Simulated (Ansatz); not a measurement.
## From three elastic constants to directional properties of CsCl

The calculation used Ansatz, DFT PBE, scalar-relativistic, plane waves, PAW. Settings: 420 eV plane-wave cutoff, Γ-centred 6×6×6 mesh, fixed occupations. No spin polarisation.

The cell is fixed (symmetry leaves no force on the atoms) and stands under -0.1 GPa:
```cif
data_structure
_symmetry_space_group_name_H-M 'Pm-3m'
_symmetry_Int_Tables_number 221
_cell_length_a 4.2193
_cell_length_b 4.2193
_cell_length_c 4.2193
_cell_angle_alpha 90.000
_cell_angle_beta 90.000
_cell_angle_gamma 90.000
_cell_volume 75.11
loop_
_atom_site_label
_atom_site_type_symbol
_atom_site_symmetry_multiplicity
_atom_site_Wyckoff_symbol
_atom_site_fract_x
_atom_site_fract_y
_atom_site_fract_z
_atom_site_occupancy
Cs1 Cs 1 a 0.00000 0.00000 0.00000 1
Cl1 Cl 1 b 0.50000 0.50000 0.50000 1
```

The cell is the ideal cubic caesium chloride prototype.

With ions relaxed, on the cubic axes: C11 = 31.5, C12 = 4.8, C44 = 4.4 GPa. The density is 3.722 g/cm³. Zone-centre modes weren't checked beside this run.

**Question.** Is the crystal stable against strain, and how anisotropic is it?

**Answer.** Born's conditions hold: C11 + 2C12 = 41.1, C11 − C12 = 26.7 and C44 = 4.4 GPa are all positive. B = (C11 + 2C12)/3 = 13.7 GPa. The two shear moduli are C44 and C′ = (C11 − C12)/2 = 13.4 GPa, so Zener's ratio is A = C44/C′ = 0.33: the shear C44 is the soft one, as in NaCl, KCl, the halide perovskites and the bcc metals V, Nb, Cr and Mo. The Cauchy pressure C12 − C44 is 0.4 GPa; it would vanish for pair forces between atoms on inversion centres at zero pressure, and here it is small.

**Question.** Give the sound speeds along the three symmetry directions.

**Answer.** The Christoffel equation gives ρv² for each branch:
```
direction branch                    ρv²   GPa v (m/s)
    [100]              L                    C11  31.5     2910
    [100]         T (×2) C44   4.4     1091
    [110]              L   (C11 + C12 + 2C44)/2  22.6     2464
    [110]   T, u ∥ [001]                    C44   4.4     1091
    [110]  T, u ∥ [1-10]          (C11 − C12)/2  13.4     1894
    [111]              L  (C11 + 2C12 + 4C44)/3  19.6     2296
    [111]         T (×2) (C11 − C12 + C44)/3  10.4     1670
```

**Question.** How does Young's modulus depend on direction?

**Answer.** Inverting gives S11 = 33.073, S12 = -4.380, S44 = 225.734 TPa⁻¹. Along a unit vector (l, m, n), 1/E = S11 − 2(S11 − S12 − S44/2)(l²m² + m²n² + n²l²), where the last bracket is 0, 1/4 and 1/3 for [100], [110] and [111]: E = 30, 14 and 12 GPa. With A < 1 the cube edge is stiffest. For a film on (001), the biaxial modulus is C11 + C12 − 2C12²/C11 = 35 GPa and the normal strain is −2C12/C11 = -0.31 times the in-plane one.